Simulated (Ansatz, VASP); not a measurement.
## One calculation of C, two programs

```xyz
2
Lattice="0.0000 1.7857 1.8304 1.7857 0.0000 1.8304 1.7857 1.7857 0.0000" Properties=species:S:1:pos:R:3 pbc="T T T"
C     1.7857    1.7857    1.8304
C     2.6786    2.6786    2.7456
```

Change from the starting cell: strain +0.000 along x and y, +0.025 along z, atoms carried along.

Alike in both runs: task single point; functional PBE; k mesh 12 × 12 × 12; occupations gaussian, width 0.05 eV; no spin polarisation.

|  | VASP | Ansatz |
| --- | --- | --- |
| version | VASP 6.6.1 | Ansatz 0.2.0 |
| potentials or method | VASP PAW PBE potentials, release 64 (C) | scalar-relativistic, plane waves, PAW |
| plane-wave cutoff (eV) | 520 | 420 |
| valence electrons in the cell | 8 | 8 |

|  | VASP | Ansatz | Ansatz less VASP |
| --- | --- | --- | --- |
| gap on the k mesh at the Fermi level (eV) | 3.78 | 3.79 | +0.008 |
| least direct gap on the mesh (eV) | 5.29 | 5.30 | +0.005 |
| pressure (GPa) | -9.6 | -10.2 | -0.56 |
| largest component of the traceless stress (GPa) | 15.21 | 15.22 | +0.006 |

With one functional, cell and mesh, what is left measures potentials, basis and numerics.
